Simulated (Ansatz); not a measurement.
SrCl2, DFT, LDA, PAW with Ansatz's default frozen-core files, scalar-relativistic (Ansatz 0.2.0), run on 1 thread of Arm Neoverse V1 on a shared host.

The geometry is COD entry 1541509, unchecked; take it as a test cell. The listed cell was then made from it by scaling, straining or moving an atom.

Command: `ansatz run input.yaml --threads 1 --pin off --max-ram 4096MiB --backend cpu --events-out ev --progress --plain --runs-dir out`

```yaml
crystal:
  lattice:
    - [-0.06971, 3.450645, 3.450645]
    - [3.450645, -0.06971, 3.450645]
    - [3.450645, 3.450645, -0.06971]
  atoms:
    - { symbol: Sr, position: [0.0, 0.0, 0.0] }
    - { symbol: Cl, position: [0.25, 0.25, 0.25] }
    - { symbol: Cl, position: [0.75, 0.75, 0.75] }
kpoints:
  mp_grid: { grid: [8, 8, 8] }
scf:
  occupations: { method: fermi_dirac, width: 0.01 }
hamiltonian:
  xc: lda
  pseudopotentials: { kind: paw }
output:
  forces: true
  stress: true
  eigenvalues: true
  efg: { contact_densities: true }
  write_density: true
  write_potential: true
  elf: true
  volumetric_format: npy
```

Problem. How large is the problem that the program sets up?

Solution. 65 irreducible k-points, 1651 plane waves at Γ, 16 bands.

Problem. Estimate the wall time and the peak memory.

Solution. 8.3 s of wall time for 6 SCF iterations, with a peak of 0.39 GiB. Times on shared machines scatter by tens of per cent.

Problem. And the same cell and mesh by crystal-made all-electron datasets, asked for forces, stress, eigenvalues, efg, on the same hardware?

Solution. 9 s, peak memory 0.45 GiB.
